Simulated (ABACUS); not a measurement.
**CaSe under changes of volume**

One of the cells (25.829 Å³/atom); the others are scaled copies at fixed shape and fractional positions:

```xyz
2
Lattice="0.0000 2.9560 2.9560 2.9560 0.0000 2.9560 2.9560 2.9560 0.0000" Properties=species:S:1:pos:R:3 pbc="T T T"
Se    2.9560    2.9560    2.9560
Ca    0.0000    0.0000    0.0000
```

| Item | Value |
| --- | --- |
| Program | ABACUS 3.10.1 |
| Functional | PBE |
| Potentials or basis | PseudoDojo NC SR 0.4.1 PBE standard |
| Cutoff | 1361 eV |
| Density cutoff | 5442 eV |
| Basis | DZP LCAO (the cutoffs set its grid) |
| k mesh | 8 × 8 × 8 |
| Occupations | fermi-dirac, width 0.05 eV |
| Spin | no spin polarisation |

```csv
volume (Å³/atom),energy over the lowest point (meV/atom),pressure (GPa),gap on the mesh (eV)
24.280,37.04,5.4,1.85
24.796,21.97,4.0,1.91
25.313,10.94,2.8,1.96
25.829,3.79,1.6,2.02
26.346,?,?,?
26.863,0.00,-0.3,2.11
27.379,2.48,-1.2,2.15
```

Q: What does the run at 26.346 Å³/atom give?

A: Energy over the lowest point 0.36 meV/atom; pressure 0.6 GPa; gap on the mesh 2.06 eV.

Worked out: A Birch-Murnaghan fit of order 3 (a polynomial in V^(-2/3)) to the other rows has its minimum at 26.66 Å³/atom with B0 = V·E''(V) = 49 GPa and B' = 3.6. It gives 0.28 meV/atom at 26.346 Å³/atom, against the run's 0.36, and -dE/dV = 0.6 GPa, against 0.6. A parabola through the other rows of the gap, of slope 2.37 eV per unit of ln V there, gives 2.06 eV, against the run's 2.06.

Energies are extrapolated to zero smearing.

Caveats: the atomic orbitals were generated for these runs and aren't a published set; the basis of atomic orbitals isn't converged, which shifts pressures, moduli and gaps.

A mesh can miss the band edges. Spin-orbit coupling on Se is left out.
